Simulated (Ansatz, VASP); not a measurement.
# One calculation of Al2Cu (Khatyrkite), two programs

File INCAR:

```
SYSTEM = Al2Cu
PREC     = Accurate       ! precision mode
ENCUT    = 520            ! plane-wave cutoff, eV
EDIFF    = 1E-7           ! SCF threshold, eV
ISMEAR   = -1             ! smearing method
SIGMA    = 0.05           ! smearing width, eV
LREAL    = .False.        ! projectors in reciprocal space
LASPH    = .True.         ! aspherical terms in the spheres
NELM     = 100            ! most SCF steps
ALGO     = Normal         ! electronic algorithm
ISIF     = 2              ! what is computed and relaxed
LWAVE    = .False.        ! write WAVECAR
LCHARG   = .False.        ! write CHGCAR
GGA      = PE             ! functional
NBANDS   = 26             ! bands
```

KPOINTS

```
regular mesh
0
Gamma
  7 7 7
  0 0 0
```

Contents of POSCAR:

```
Al2Cu
1.0
   -3.0335000000      3.0335000000      2.4385000000
    3.0335000000     -3.0335000000      2.4385000000
    3.0335000000      3.0335000000     -2.4385000000
Cu Al
2 4
Direct
    0.2500000000      0.2500000000      0.0000000000
    0.7500000000      0.7500000000      0.0000000000
    0.3419000000      0.1581000000      0.5000000000
    0.8419000000      0.3419000000      0.1838000000
    0.6581000000      0.8419000000      0.5000000000
    0.1581000000      0.6581000000      0.8162000000
```

The input input.yaml:

```yaml
crystal:
  lattice:
    - [-3.0335, 3.0335, 2.4385]
    - [3.0335, -3.0335, 2.4385]
    - [3.0335, 3.0335, -2.4385]
  atoms:
    - { symbol: Cu, position: [0.25, 0.25, 0.0] }
    - { symbol: Cu, position: [0.75, 0.75, 0.0] }
    - { symbol: Al, position: [0.3419, 0.1581, 0.5] }
    - { symbol: Al, position: [0.8419, 0.3419, 0.1838] }
    - { symbol: Al, position: [0.6581, 0.8419, 0.5] }
    - { symbol: Al, position: [0.1581, 0.6581, 0.8162] }
hamiltonian:
  xc: pbe
  pseudopotentials: { kind: paw }
kpoints:
  mp_grid: { grid: [7, 7, 7] }
scf:
  occupations: { method: fermi_dirac, width: 0.05 }
output:
  forces: true
  stress: true
  eigenvalues: true
```

Alike in both runs: task single point; functional PBE; k mesh 7 × 7 × 7; occupations fermi-dirac, width 0.05 eV; no spin polarisation.

|  | VASP | Ansatz |
| --- | --- | --- |
| version | VASP 6.6.1 | Ansatz 0.2.0 |
| potentials or method | VASP PAW PBE potentials, release 64 (Cu, Al) | Ansatz PAW |
| plane-wave cutoff (eV) | 520 | 420 |
| valence electrons in the cell | 34 | 50 |

Ansatz gave:

```
gap on the k mesh at the Fermi level (eV)       : none
pressure (GPa)                                  : -0.3
largest component of the traceless stress (GPa) : 0.43
```

**Question.** Estimate VASP's values.

**Answer.** gap on the k mesh at the Fermi level (eV): none; pressure (GPa): -0.1; largest component of the traceless stress (GPa): 0.42.

A gap of «none» marks a metal or a gap that the smearing closes. The two sets of potentials don't hold the same shells in valence.
